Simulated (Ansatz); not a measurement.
Level of theory: Ansatz 0.2.0, DFT PBE, scalar-relativistic, plane waves, PAW. All cells share a 420 eV cutoff and Γ-centred k meshes spaced at most about 0.3 Å⁻¹ (about 0.25 or finer for metals, 2π included). No spin polarisation.

Each guess is relaxed in cell and atoms at zero pressure, on a coarse mesh first where it starts far from rest and then on a converged one. The steps can't lower the symmetry of the start, but it can rise. Energies are static (0 K, no zero-point motion).

Two unrelaxed guesses for Ba2H3:

Guess 1.

```
Ba H
1.0
     4.17644    0.00000    0.00000
     0.00000    4.54337    4.54337
     0.00000   -4.54337    4.54337
Ba H
2 3
Direct
  0.00000 0.00000 0.00000
  0.50000 0.50000 0.50000
  0.00000 0.30500 0.69500
  0.00000 0.69500 0.30500
  0.50000 0.80500 0.80500
```

Guess 2.

```
Ba H
1.0
     4.99151    0.00000    0.00000
    -2.49575    4.32277    0.00000
     0.00000    0.00000    3.68517
Ba H
2 3
Direct
  0.33333 0.66667 0.50000
  0.66667 0.33333 0.50000
  0.33333 0.66667 0.00000
  0.66667 0.33333 0.00000
  0.00000 0.00000 0.00000
```

Problem. Which guess leads to the lower structure, and by how much?

Solution. Guess 1 ends lower, by 0.83 eV/atom. Guess 1: Amm2 at 34.5 Å³/atom → Amm2 at 25.6 Å³/atom; Guess 2: P6/mmm at 15.9 Å³/atom → P6/mmm at 42.5 Å³/atom. Counting H atoms around Ba (those within 1.25 times the shortest such distance or 1.15 times the sum of covalent radii, 1.27 where that leaves under three; a plus sign parts nearer from farther groups; a slash parts the counts of unlike sites), the end of guess 1 has Ba 1+4/6 and the end of guess 2 has Ba 2. End of guess 1. Conventional cell: a = 4.746 Å, b = 7.210 Å, c = 7.475 Å. Around Ba on its first site lie 2 H at 2.48 Å and 4 H at 2.65–2.75 Å; around Ba on its second site lie 1 H at 2.49 Å and 4 H at 2.82 Å; around H on a site of symmetry m lie 1 H at 2.62 Å, 4 Ba at 2.65–2.82 Å and 2 H at 3.20 Å; 1 more site not described. End of guess 2. Conventional cell: a = 7.170 Å, c = 4.775 Å. Around Ba lie 2 H at 2.39 Å; H on a site of symmetry -6m2 is surrounded by 2 Ba at 2.39 Å and 6 H at 4.14 Å; H on a site of symmetry 6/mmm has 6 H at 4.14 Å (long against the sum of covalent radii).

Ends held by symmetry can be saddle points. H stands nearly free of neighbours here, and without spin polarisation the energy of such atoms comes out too high. With hydrogen, zero-point motion can shift such differences by 10 meV/atom or more.
